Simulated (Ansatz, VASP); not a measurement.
# One calculation of Ir, two programs

File INCAR:

```
SYSTEM = Ir
  ALGO = Normal
  EDIFF = 1E-6
  ENCUT = 520
  GGA = PE
  ISIF = 2
  ISMEAR = -1
  LASPH = .True.
  LCHARG = .False.
  LREAL = .False.
  LWAVE = .False.
  NBANDS = 10
  NELM = 80
  PREC = Accurate
  SIGMA = 0.05
```

File KPOINTS:

```
k-points
0
Gamma
  15 15 15
  0 0 0
```

POSCAR

```
Ir
1.0
    0.0000000000      1.9573507352      1.9573507352
    1.9573507352      0.0000000000      1.9573507352
    1.9573507352      1.9573507352      0.0000000000
Ir
1
Direct
    0.0000000000      0.0000000000      0.0000000000
```

Input for Ansatz:

```yaml
crystal:
  lattice:
    - [0.0, 1.9573507352, 1.9573507352]
    - [1.9573507352, 0.0, 1.9573507352]
    - [1.9573507352, 1.9573507352, 0.0]
  atoms:
    - { symbol: Ir, position: [0.0, 0.0, 0.0] }
kpoints:
  mp_grid: { grid: [15, 15, 15] }
  band_path:
    path:
      - [0.0, 0.0, 0.0]
      - [0.5, 0.0, 0.5]
      - [0.625, 0.25, 0.625]
      - [0.375, 0.375, 0.75]
      - [0.0, 0.0, 0.0]
      - [0.5, 0.5, 0.5]
      - [0.5, 0.25, 0.75]
      - [0.5, 0.0, 0.5]
    npoints: 5
scf:
  occupations: { method: fermi_dirac, width: 0.05 }
hamiltonian:
  xc: pbe
  pseudopotentials: { kind: all_electron, lapw: { basis_error: 0.0005 } }
output:
  forces: true
  stress: true
  eigenvalues: true
```

Change from the starting cell: volume scaled by 1.06.

Alike in both runs: task single point; functional PBE; k mesh 15 × 15 × 15; occupations fermi-dirac, width 0.05 eV; no spin polarisation.

|  | VASP | Ansatz |
| --- | --- | --- |
| version | VASP 6.6.1 | Ansatz 0.2.0 |
| potentials or method | VASP PAW PBE potentials, release 64 (Ir) | all-electron LAPW, scalar-relativistic |
| plane-wave cutoff (eV) | 520 | see its input |

VASP gave:

* pressure (GPa): -10.5

What did Ansatz give for the same quantities?

Pressure (GPa): -11.0.

Ansatz ran all-electron here, so the differences hold the error of VASP's frozen core and of both bases.

The runs have no spin-orbit coupling, so splittings on Ir are missing.
